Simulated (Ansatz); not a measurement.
Calculation for I (beta tin type): DFT, PBE, all-electron LAPW, scalar-relativistic (Ansatz 0.2.0). This run: beta tin relaxed under pressure.

The cell comes from a relaxation on PAW files under the same functional, begun from a prototype that needn't be the stable phase.

Command: `ansatz run input.yaml --threads 1 --pin off --max-ram 3584MiB --backend cpu --events-out ev --progress --plain --runs-dir out` It took 100 s on 1 thread of Arm Neoverse V2, on a shared host, peak memory 0.79 GiB.

```yaml
crystal:
  lattice:
    - [-3.5069092264, 3.5069092264, 1.4285556801]
    - [3.5069092264, -3.5069092264, 1.4285556801]
    - [3.5069092264, 3.5069092264, -1.4285556801]
  atoms:
    - { symbol: I, position: [-0.375, -0.125, -0.25] }
    - { symbol: I, position: [0.375, 0.125, 0.25] }
kpoints:
  mp_grid: { grid: [13, 13, 13] }
scf:
  occupations: { method: fermi_dirac, width: 0.05 }
hamiltonian:
  xc: pbe
  pseudopotentials: { kind: all_electron, lapw: { basis_error: 0.0005 } }
output:
  forces: true
  stress: true
  eigenvalues: true
relax:
  f_tol: 0.005
  max_steps: 12
  cell: { p_target: 7.9, stress_tol: 0.03 }
```

Output:

```
The last accepted step is kept in <dir> (removed where the run ends without a failure and the disk answers)
LAPW: plane waves up to 8.432 Å⁻¹, error target 5.0e-4 eV per atom; small_component_spin mean_spin; I in spheres of 1.386 Å, 25 of its electrons in bands, Dirac shells [] (how accurate: hamiltonian.pseudopotentials.lapw.basis_error, Limitations)
Engine: ansatz 0.2.0
Pseudopotentials: kind: all_electron
Pseudopotential: I, LAPW, valence charge 25, lapw/all_electron/scalar/gaussian/I, Koelling and Harmon's equation, gaussian nucleus
Functional definition: PBE
  parameter kappa = 0.804
  parameter beta = 0.06672455060314922
  exchange = pbe_x(kappa = kappa, mu = beta*pi^2/3)
  correlation = pbe_c(beta = beta)
Crystal: 2 atoms, lattice volume = 70.276 Å³
Basis set: ecut = 270.9045091257755 eV, 691 PW (Γ), FFT grids on a1+a2, a2, a3, exchange–correlation at level 2
Bands: 30, of which v1, the nominal top of the filled ones, is band 25 counted from 1 (24 counted from 0)
Symmetry: 16 space group operations
Space group: I41/amd (ITA 141), of the structure as read, at distance tolerance 4.1e-5 Å
k-points: 196 of 2197
Non-local potential: I, projectors of the file, none
Initial density: superposition of atomic densities (chi_scale 0.1, normalization cell)
Initial wavefunctions: plane waves of lowest kinetic energy (no species holds an atomic orbital)
Functional: x = pbe(κ = 0.804, μ = 0.2195149727645171), c = pbe(β = 0.06672455060314922)
iter 1 solved again at ethr=2.04e-4 eV; its pass at ethr=1.00e-1 eV (dr2=1.02e-1 eV) is discarded
SCF iter   1: F=—  HF=-387283.155228 eV  |F-HF|=—  |Δ(HF+E_count)|=         —  Δρ=1.08e-2  dr2=1.00e-1  ethr=2.04e-4  ⟨swp⟩=3.0  Hψ=38696  notcnv=0
preconditioner: auto → LDOS  [metal: Δε(μ)=0.001 eV  Ē_g=11.547 eV  σ=0.050 eV  W_gap=0.01  n_scr=20 (ndim 8)  ℏωp=16.6 eV  f_vac=0.135  D(μ)=1.74/eV (n_scr^D=8)  β→1.0]
SCF iter   2: F=—  HF=-387283.108824 eV  |F-HF|=—  |Δ(HF+E_count)|=   4.64e-2  Δρ=4.46e-3  dr2=1.74e-2  ethr=2.00e-4  ⟨swp⟩=3.0  Hψ=19678  notcnv=0  defer=1
iter 3 solved again at ethr=7.28e-7 eV; its pass at ethr=3.47e-5 eV (dr2=3.64e-4 eV) is discarded
SCF iter   3: F=—  HF=-387283.100693 eV  |F-HF|=—  |Δ(HF+E_count)|=   8.13e-3  Δρ=6.94e-4  dr2=3.64e-4  ethr=7.28e-7  ⟨swp⟩=2.0  Hψ=31040  notcnv=0
SCF iter   4: F=—  HF=-387283.101504 eV  |F-HF|=—  |Δ(HF+E_count)|=         —  Δρ=9.48e-5  dr2=9.15e-6  ethr=7.28e-7  ⟨swp⟩=3.0  Hψ=18092  notcnv=0
the basis was enlarged: its passes take 357.5 KiB over the memory plan, 1 of 1 planned eigensolver slots
SCF iter   5: F=—  HF=-387283.101469 eV  |F-HF|=—  |Δ(HF+E_count)|=   3.52e-5  Δρ=3.63e-5  dr2=1.19e-6  ethr=1.83e-8  ⟨swp⟩=2.7  Hψ=17327  notcnv=0
SCF iter   6: F=—  HF=-387283.101468 eV  |F-HF|=—  |Δ(HF+E_count)|=   1.60e-7  Δρ=1.12e-5  dr2=9.57e-8  ethr=2.37e-9  ⟨swp⟩=3.0  Hψ=18514  notcnv=0
SCF iter   7: F=—  HF=-387283.101468 eV  |F-HF|=—  |Δ(HF+E_count)|=   7.79e-7  Δρ=4.12e-6  dr2=9.20e-9  ethr=1.91e-10  ⟨swp⟩=3.0  Hψ=18019  notcnv=0
SCF iter   8: F=-387283.101468 eV  HF=-387283.101468 eV  |F-HF|=5.24e-10  |Δ(HF+E_count)|=   6.86e-8  Δρ=5.78e-7  dr2=1.33e-10  ethr=1.84e-11  ⟨swp⟩=3.0  Hψ=18332  notcnv=0
SCF 1 converged in 8 iterations: F = -387283.101468 eV  dr2 = 1.33e-10
relax step   1: F+E_penalty+E_count = -387283.10146763 eV  Δ(F+E_penalty+E_count) = +0.000e0 eV  max|allowed force component| = 4.337e-19 eV/Å  Δτ_max = 0.0000 Å  P = +7.910 GPa  Ω = 70.276 Å³  (8 SCF iters, accepted)
Initial density: handed on by an earlier stage of this run
Initial wavefunctions: those handed on with the density
iter 1 solved again at ethr=1.00e-12 eV; its pass at ethr=1.00e-1 eV (dr2=1.53e-10 eV) is discarded
SCF iter   1: F=—  HF=-387283.101468 eV  |F-HF|=—  |Δ(HF+E_count)|=         —  Δρ=5.68e-7  dr2=1.28e-10  ethr=4.27e-12 (applied; sched 1.00e-12)  ⟨swp⟩=8.5  Hψ=33546  notcnv=0
preconditioner: auto → LDOS  [metal: Δε(μ)=0.003 eV  Ē_g=11.573 eV  σ=0.050 eV  W_gap=0.02  n_scr=20 (ndim 8)  ℏωp=16.6 eV  f_vac=0.148  D(μ)=1.84/eV (n_scr^D=8)  β→1.0]
SCF iter   2: F=-387283.101468 eV  HF=-387283.101468 eV  |F-HF|=2.91e-10  |Δ(HF+E_count)|=   1.25e-8  Δρ=2.46e-7  dr2=5.66e-11  ethr=3.31e-12 (applied; sched 1.00e-12)  ⟨swp⟩=2.5  Hψ=17298  notcnv=0
SCF 2 converged in 2 iterations: F = -387283.101468 eV  dr2 = 5.66e-11
relax step   2: F+E_penalty+E_count = -387283.10146763 eV  Δ(F+E_penalty+E_count) = -2.910e-10 eV  max|allowed force component| = 4.337e-19 eV/Å  Δτ_max = 0.0000 Å  P = +7.910 GPa  Ω = 70.276 Å³  stress off target by 1.84e-2 GPa  SCF on the basis re-selected at this cell (its energy is not comparable with the rows above)  (2 SCF iters)
basis re-selected at this cell: Δ(F+E_penalty+E_count) = -2.910e-10 eV, ΔP = -0.000 GPa vs the last step (what re-selecting the basis moved, after the strain that the cell walked since its last selection, with what the two solves' SCF thresholds leave and, on support functions, any second-order correction that the steps lacked; it is no measure of the basis error at this ecutwfc). This SCF's stress stands 1.84e-2 GPa from its target on what of the cell is left free (relax.cell.stress_tol is 3.00e-2 GPa) and its largest allowed force component is 4.34e-19 eV/Å (relax.f_tol is 5.00e-3 eV/Å): within both
SCF converged after 2 iterations
Free energy (F): -387283.101468 eV
Harris-Foulkes:  -387283.101468 eV  (|F-HF|=2.91e-10)
Internal energy: -387283.086562 eV  (E = F + TS)
E sigma→0 (E₀):  -387283.094015 eV
Entropy (-TS):   -0.014906 eV (-7.453 meV/atom)
Fermi energy:    9.655619 eV
--- Per-component energies (eV) ---
  E_band       = -2671.761447
  E_kinetic    = 409896.997182
  E_xc         = -9881.624481
  E_electrostatic = -787298.459263  (all electrons and nuclei)
  E_smearing   = -0.014906  (= −TS)
  E_closure    = 0.000000  (closes the sum)
  E_atoms      = -387280.757044  (free atoms, spherical and without spin; not in F)
  Σ components = -387283.101468   (vs F -387283.101468, Δ=0.00e0)
  Basis errors (estimates in eV, not in F): energy 2.7e-4 per atom: plane waves 2.6e-4 (1.4e-4 summed), levels above the bands 2.5e-66, relativity 3.0e-8, radial functions 1.3e-5, core shells 2.6e-9; eigenvalues (radial functions only) 3.2e-7; not estimated: angular momenta, meshes, grids; target (lapw.basis_error) 5.0e-4; muffin-tin radii I 1.386 Å
--- Forces (eV/Å), atoms counted from 1 ---
  atom   1  I      0.00000000     0.00000000     0.00000000
  atom   2  I      0.00000000     0.00000000     0.00000000
  max |Σ_I F_I| component: 2.60e-18 eV/Å
--- Stress (GPa, compression-positive) ---
        7.918414       0.000000       0.000000
        0.000000       7.918414      -0.000000
        0.000000      -0.000000       7.892128
  P = ⅓ Tr σ = 7.9097 GPa (79.097 kbar)
--- Band table (eV; the first three rows and the last of 196) ---
  k-point 0: bands = ["-165.7953", "-165.7953", "-112.9555", "-112.9555", "-112.7045", "-112.7045", "-112.7045", "-112.7045", "-35.7885", "-35.7865", "-35.6400", "-35.6400", "-35.6399", "-35.6399", "-35.4497", "-35.4460", "-35.4430", "-35.4398", "-5.0321", "-3.7115", "5.1772", "5.1772", "8.3488", "8.3488", "12.8434", "13.2531", "13.2649", "14.2314", "15.4568", "19.8359"]
  k-point 1: bands = ["-165.7953", "-165.7953", "-112.9555", "-112.9555", "-112.7045", "-112.7045", "-112.7045", "-112.7045", "-35.7885", "-35.7866", "-35.6400", "-35.6400", "-35.6399", "-35.6399", "-35.4495", "-35.4460", "-35.4430", "-35.4399", "-5.0152", "-3.7335", "5.1991", "5.2076", "8.2473", "8.2674", "12.9406", "13.2540", "13.2630", "14.3933", "15.5921", "19.8196"]
  k-point 2: bands = ["-165.7953", "-165.7953", "-112.9555", "-112.9555", "-112.7045", "-112.7045", "-112.7045", "-112.7045", "-35.7884", "-35.7867", "-35.6400", "-35.6400", "-35.6400", "-35.6400", "-35.4491", "-35.4459", "-35.4432", "-35.4403", "-4.9653", "-3.7976", "5.2665", "5.2987", "7.9754", "8.0425", "13.2279", "13.2547", "13.2580", "14.8418", "15.9808", "19.7730"]
  k-point 195: bands = ["-165.7953", "-165.7953", "-112.9555", "-112.9555", "-112.7045", "-112.7045", "-112.7045", "-112.7045", "-35.7875", "-35.7875", "-35.6400", "-35.6400", "-35.6399", "-35.6399", "-35.4448", "-35.4447", "-35.4445", "-35.4444", "-4.3692", "-4.3495", "4.3544", "4.3870", "8.8370", "8.9133", "13.1827", "13.1834", "16.2896", "16.4537", "18.4322", "19.2670"]
--- Relaxed structure (1 steps of the walk, 1 accepted, 1 SCFs on fresh bases) ---
  F+E_penalty+E_count = -387283.10146763 eV   max|allowed force component| = 4.337e-19 eV/Å   (the final SCF, on the basis selected at the relaxed cell)
  cell:  # Å, volume = 70.2759 Å³
    - [-3.5069092264, 3.5069092264, 1.4285556801]
    - [3.5069092264, -3.5069092264, 1.4285556801]
    - [3.5069092264, 3.5069092264, -1.4285556801]
  atoms:
    - { symbol: I, position: [-0.375, -0.12499999999999999, -0.24999999999999997] }
    - { symbol: I, position: [0.375, 0.12499999999999999, 0.24999999999999997] }
```

Next run (diamond relaxed under pressure), as changes to the input before:

```diff
   lattice:
-    - [-3.5069092264, 3.5069092264, 1.4285556801]
-    - [3.5069092264, -3.5069092264, 1.4285556801]
-    - [3.5069092264, 3.5069092264, -1.4285556801]
+    - [0.0, 3.5217543454, 3.5217543454]
+    - [3.5217543454, 0.0, 3.5217543454]
+    - [3.5217543454, 3.5217543454, 0.0]
   atoms:
-    - { symbol: I, position: [-0.375, -0.125, -0.25] }
-    - { symbol: I, position: [0.375, 0.125, 0.25] }
+    - { symbol: I, position: [-0.125, -0.125, -0.125] }
+    - { symbol: I, position: [0.125, 0.125, 0.125] }
 kpoints:
-  mp_grid: { grid: [13, 13, 13] }
+  mp_grid: { grid: [10, 10, 10] }
 scf:
```

Command: `ansatz run input.yaml --threads 1 --pin off --max-ram 3584MiB --backend cpu --events-out ev --progress --plain --runs-dir out` It took 22 s on 1 thread of Arm Neoverse V2, on a shared host, peak memory 0.36 GiB.

Results part of the output:

```
basis re-selected at this cell: Δ(F+E_penalty+E_count) = -4.366e-9 eV, ΔP = +0.000 GPa vs the last step (what re-selecting the basis moved, after the strain that the cell walked since its last selection, with what the two solves' SCF thresholds leave and, on support functions, any second-order correction that the steps lacked; it is no measure of the basis error at this ecutwfc). This SCF's stress stands 1.44e-2 GPa from its target on what of the cell is left free (relax.cell.stress_tol is 3.00e-2 GPa) and its largest allowed force component is 2.31e-18 eV/Å (relax.f_tol is 5.00e-3 eV/Å): within both
SCF converged after 2 iterations
Free energy (F): -387282.086918 eV
Harris-Foulkes:  -387282.086918 eV  (|F-HF|=1.16e-9)
Internal energy: -387282.062928 eV  (E = F + TS)
E sigma→0 (E₀):  -387282.074923 eV
Entropy (-TS):   -0.023990 eV (-11.995 meV/atom)
Fermi energy:    7.215872 eV
--- Per-component energies (eV) ---
  E_band       = -2810.173527
  E_kinetic    = 409898.885707
  E_xc         = -9881.105319
  E_electrostatic = -787299.843316  (all electrons and nuclei)
  E_smearing   = -0.023990  (= −TS)
  E_closure    = 0.000000  (closes the sum)
  E_atoms      = -387280.757044  (free atoms, spherical and without spin; not in F)
  Σ components = -387282.086918   (vs F -387282.086918, Δ=0.00e0)
  Basis errors (estimates in eV, not in F): energy 2.2e-4 per atom: plane waves 2.1e-4 (1.2e-4 summed), levels above the bands 6.7e-69, relativity 1.8e-8, radial functions 5.4e-6, core shells 2.1e-10; eigenvalues (radial functions only) 1.2e-7; not estimated: angular momenta, meshes, grids; target (lapw.basis_error) 5.0e-4; muffin-tin radii I 1.479 Å
--- Forces (eV/Å), atoms counted from 1 ---
  atom   1  I      0.00000000     0.00000000     0.00000000
  atom   2  I      0.00000000    -0.00000000     0.00000000
  max |Σ_I F_I| component: 0.00e0 eV/Å
--- Stress (GPa, compression-positive) ---
        7.914430       0.000000      -0.000000
        0.000000       7.914430       0.000000
       -0.000000       0.000000       7.914430
  P = ⅓ Tr σ = 7.9144 GPa (79.144 kbar)
--- Band table (eV; the first three rows and the last of 47) ---
  k-point 0: bands = ["-168.5859", "-168.5858", "-115.5803", "-115.5803", "-115.5803", "-115.5797", "-115.5797", "-115.5797", "-38.3944", "-38.3944", "-38.3944", "-38.3853", "-38.3853", "-38.3685", "-38.3685", "-38.3645", "-38.3645", "-38.3645", "-7.5458", "-3.7941", "3.2642", "3.2642", "3.2642", "5.6646", "5.6646", "5.6646", "11.0710", "13.3586", "13.3586", "15.0455"]
  k-point 1: bands = ["-168.5859", "-168.5858", "-115.5803", "-115.5803", "-115.5803", "-115.5797", "-115.5797", "-115.5797", "-38.3947", "-38.3947", "-38.3941", "-38.3849", "-38.3849", "-38.3690", "-38.3690", "-38.3648", "-38.3641", "-38.3641", "-7.4960", "-3.9035", "3.1974", "3.1974", "3.2406", "5.7674", "5.7674", "5.7677", "11.3072", "13.1714", "13.1714", "14.8694"]
  k-point 2: bands = ["-168.5859", "-168.5858", "-115.5803", "-115.5803", "-115.5802", "-115.5797", "-115.5797", "-115.5797", "-38.3954", "-38.3954", "-38.3933", "-38.3839", "-38.3839", "-38.3701", "-38.3701", "-38.3657", "-38.3633", "-38.3633", "-7.3532", "-4.1954", "3.0434", "3.0434", "3.1549", "6.0129", "6.0129", "6.1021", "11.8744", "12.9559", "12.9559", "14.6281"]
  k-point 46: bands = ["-168.5859", "-168.5859", "-115.5803", "-115.5803", "-115.5800", "-115.5800", "-115.5797", "-115.5797", "-38.3985", "-38.3985", "-38.3815", "-38.3815", "-38.3770", "-38.3770", "-38.3749", "-38.3749", "-38.3601", "-38.3601", "-6.0165", "-6.0165", "2.0478", "2.0478", "5.0804", "5.0804", "7.5592", "7.5592", "12.1139", "12.1139", "14.7758", "14.7758"]
--- Relaxed structure (1 steps of the walk, 1 accepted, 1 SCFs on fresh bases) ---
  F+E_penalty+E_count = -387282.08691807 eV   max|allowed force component| = 2.313e-18 eV/Å   (the final SCF, on the basis selected at the relaxed cell)
  cell:  # Å, volume = 87.3589 Å³
    - [0.0, 3.5217543454, 3.5217543454]
    - [3.5217543454, 0.0, 3.5217543454]
    - [3.5217543454, 3.5217543454, 0.0]
  atoms:
    - { symbol: I, position: [-0.125, -0.125, -0.125] }
    - { symbol: I, position: [0.125, 0.125, 0.125] }
```

Spin–orbit coupling is left out, which matters for the heavy atoms.
